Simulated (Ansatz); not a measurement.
A distorted cell of CaF2 (fluorite):

```xyz
6
Lattice="0.0000 5.5111 5.5111 2.7555 0.0000 2.7555 2.7555 2.7555 0.0000" Properties=species:S:1:pos:R:3 pbc="T T T"
Ca    -0.0696     0.0696     0.0696
Ca     2.8251     5.4415     2.6860
F      4.2141     4.0525     4.0525
F      4.0525     6.9697     6.9697
F      1.2969     1.4586     1.4586
F      1.4586     4.0525     4.0525
```

The numbers are results of PBE (plane waves to 420 eV, PAW, scalar-relativistic; Ansatz, a first-principles code), not measurements. k mesh 5×10×10 (Γ-centred), Fermi-Dirac smearing 0.05 eV. Compression counts positive. CaF2 was relaxed with its symmetry unable to fall.

Question: What forces act on the atoms (eV/Å, Cartesian)?

Answer: 
```tsv
atom	Fx	Fy	Fz
Ca1	0.752	-0.752	-0.752
Ca2	-0.752	0.752	0.752
F3	-0.633	0.633	0.633
F4	0.146	-0.146	-0.146
F5	0.633	-0.633	-0.633
F6	-0.146	0.146	0.146
```

Question: What is the stress tensor (GPa)?

Answer: 
```
    2.8     -2.0     -2.0
   -2.0      2.8      2.0
   -2.0      2.0      2.8
```
The pressure, a third of the trace, is 2.8 GPa.

(For displaced atoms, the force is minus the slope of the energy, and its curvature is a force constant, which sets phonon frequencies.)
